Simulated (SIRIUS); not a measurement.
Here is a SIRIUS 7.10.0 calculation.

sirius.json

```json
{
  "control": {
    "processing_unit": "cpu",
    "verbosity": 2,
    "num_bands_to_print": 13,
    "print_forces": true,
    "print_stress": true
  },
  "parameters": {
    "electronic_structure_method": "pseudopotential",
    "xc_functionals": ["XC_GGA_X_PBE", "XC_GGA_C_PBE"],
    "gk_cutoff": 7.7,
    "pw_cutoff": 15.4,
    "ngridk": [11, 11, 11],
    "shiftk": [0, 0, 0],
    "smearing": "fermi_dirac",
    "smearing_width": 0.0018374661,
    "num_bands": 13,
    "num_mag_dims": 0,
    "num_dft_iter": 100,
    "energy_tol": 1e-08,
    "density_tol": 1e-06
  },
  "iterative_solver": {
    "type": "davidson",
    "min_tolerance": 1e-09,
    "tolerance_scale": [0.1, 0.25]
  },
  "mixer": {
    "type": "anderson",
    "beta": 0.7,
    "max_history": 8
  },
  "settings": {
    "tol_ne": 1e-10,
    "pseudo_grid_cutoff": 6.5
  },
  "unit_cell": {
    "lattice_vectors": [
      [-3.120466955072, 3.120466955072, 3.120466955072],
      [3.120466955072, -3.120466955072, 3.120466955072],
      [3.120466955072, 3.120466955072, -3.120466955072]
    ],
    "atom_coordinate_units": "lattice",
    "atom_types": ["Ta"],
    "atom_files": {
      "Ta": "Ta.json"
    },
    "atoms": {
      "Ta": [
        [0.0, 0.0, 0.0]
      ]
    }
  }
}
```

Potentials or basis: PseudoDojo 0.4.1 PBE standard (scalar relativistic).

The run is started by

```bash
$ upf_to_json Ta.upf
$ OMP_NUM_THREADS=1 sirius.scf --input=sirius.json --output=out.json --task=0
```

Q: Estimate the band gap on the k mesh.

A: None (metal or under the smearing width).

Q: Estimate the pressure.

A: 2.5 GPa.

The run has no spin-orbit coupling, so splittings on Ta are missing.
